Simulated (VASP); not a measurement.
Something may be wrong with this VASP 6.6.1 calculation of Zr.

File run.py:

```python
from ase.calculators.vasp import Vasp
from ase.dft.bandgap import bandgap
from ase.io import read

atoms = read('Zr.cif', primitive_cell=True, subtrans_included=False)
calc = Vasp(
    directory='calc',
    xc='pbe',
    pp='PBE',
    setups='minimal',
    prec='Accurate',
    encut=500,
    ediff=1e-06,
    ismear=0,
    lreal=False,
    lasph=True,
    nelm=98,
    algo='Normal',
    isif=2,
    lwave=False,
    lcharg=True,
    lmaxmix=4,
    ivdw=3,
    sgima=0.02,
    kpts=[9, 9, 5],
    gamma=True,
    nbands=19,
)
atoms.calc = calc

print('energy (eV):', atoms.get_potential_energy())
print('free energy (eV):', atoms.get_potential_energy(force_consistent=True))
efermi = calc.get_fermi_level()
print('Fermi level (eV):', efermi)
path = atoms.cell.bandpath(npoints=60, eps=1e-4)
print('path:', path.path)
calc.set(kpts=path.kpts, reciprocal=True, icharg=11, isym=0, lcharg=False)
calc.calculate(atoms)
print('gap on the path (eV):', bandgap(calc, efermi=efermi)[0])
print('direct gap on the path (eV):', bandgap(calc, efermi=efermi, direct=True)[0])
```

File Zr.cif:

```cif
data_Zr
_cell_length_a 3.23200000
_cell_length_b 3.23200000
_cell_length_c 5.14700000
_cell_angle_alpha 90.00000000
_cell_angle_beta 90.00000000
_cell_angle_gamma 120.00000000
_space_group_name_H-M_alt 'P6_3/mmc'
_space_group_name_Hall '-P 6c 2c'
_space_group_IT_number 194
loop_
_space_group_symop_operation_xyz
'x,y,z'
'-x,-y,-z'
'x-y,x,z+1/2'
'-x+y,-x,-z+1/2'
'-y,x-y,z'
'y,-x+y,-z'
'-x,-y,z+1/2'
'x,y,-z+1/2'
'-x+y,-x,z'
'x-y,x,-z'
'y,-x+y,z+1/2'
'-y,x-y,-z+1/2'
'-y,-x,-z+1/2'
'y,x,z+1/2'
'-x,-x+y,-z'
'x,x-y,z'
'-x+y,y,-z+1/2'
'x-y,-y,z+1/2'
'y,x,-z'
'-y,-x,z'
'x,x-y,-z+1/2'
'-x,-x+y,z+1/2'
'x-y,-y,-z'
'-x+y,y,z'
loop_
_atom_site_label
_atom_site_type_symbol
_atom_site_symmetry_multiplicity
_atom_site_Wyckoff_symbol
_atom_site_fract_x
_atom_site_fract_y
_atom_site_fract_z
_atom_site_occupancy
Zr1 Zr 2 c 0.6666666667 0.3333333333 0.7500000000 1
```

Potentials or basis: VASP PAW PBE potentials, release 64 (Zr_sv).

Command:

```bash
$ python run.py
```

Output:

```text
energy (eV): -17.08207001
free energy (eV): -17.09980117
Fermi level (eV): 8.97802613
path: GMKGALHA,LM,KH
[... 3 lines left out ...]
```

OUTCAR:

```text
ENCUT = 500.000000
[... 716 lines left out ...]
  free  energy   TOTEN  =       -17.0277346639 eV

  energy  without entropy=      -16.9558667897  energy(sigma->0) =      -16.99180073
```

Q: Diagnose the run.

A: Self-consistency was reached. The input holds a flaw that was put in on purpose: misspelt tag (SIGMA = left out; SGIMA = 0.02). The program doesn't stop on it, so the numbers can't be trusted though the run ends normally.
